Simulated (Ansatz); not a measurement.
Runs of Ansatz 0.2.0 on AlN. The structure is cubic, space group F-43m (No. 216). Conventional cell: a = 4.368 Å, b = 4.368 Å, c = 4.368 Å, α = 90.00°, β = 90.00°, γ = 90.00°. Al (site symmetry -43m) is surrounded by 4 N at 1.89 Å. N (site symmetry -43m) has 4 Al at 1.89 Å as nearest neighbours. Measurements of this composition are mostly on another form, of space group No. 186.

```tsv
task	level	potentials or basis	cell	k mesh	cutoff (eV)	smearing	basis error allowed	mesh quality	gap on the mesh (eV)	pressure (GPa)	relaxed volume (Å³/atom)
relaxation of cell and atoms	revPBE+D4	all-electron LAPW, scalar-relativistic	relaxed	10 × 10 × 10	-	fermi-dirac 0.05 eV	0.001 eV/atom	not flagged	3.35	0.0	10.28
band structure	PBEsol	all-electron LAPW, non-relativistic	as given	10 × 10 × 10	378	fermi-dirac 0.05 eV	0.001 eV/atom	not flagged	3.19	(b)	-
single point	PBEsol	all-electron PAW datasets made for the crystal	as given	8 × 8 × 8	360	fermi-dirac 0.05 eV	-	not flagged	3.19	1.2	-
single point	PBE	all-electron LAPW, scalar-relativistic	as given	4 × 4 × 4	329	fermi-dirac 0.04 eV	0.003 eV/atom	coarse	3.29	4.8	-
single point	PBE	all-electron LAPW, scalar-relativistic	as given	7 × 7 × 7	346	fermi-dirac 0.02 eV	0.002 eV/atom	not flagged	3.62	4.8	-
relaxation of cell and atoms	PBEsol+D3(BJ)	all-electron LAPW, scalar-relativistic	relaxed	10 × 10 × 10	-	fermi-dirac 0.05 eV	0.001 eV/atom	not flagged	(c)	0.0	10.30
relaxation of cell and atoms	LDA	all-electron LAPW, scalar-relativistic	relaxed	10 × 10 × 10	-	fermi-dirac 0.05 eV	0.001 eV/atom	not flagged	3.24	0.0	(a)
```

Alike in all rows: no spin polarisation.

Question: Estimate the missing entries.

Answer: (a) 10.23; (b) 1.4; (c) 3.20.

Caveats: some runs use coarse meshes; an odd mesh through Γ misses points on the zone boundary, where band edges often lie (some runs).

Not every run made on this cell is shown here.
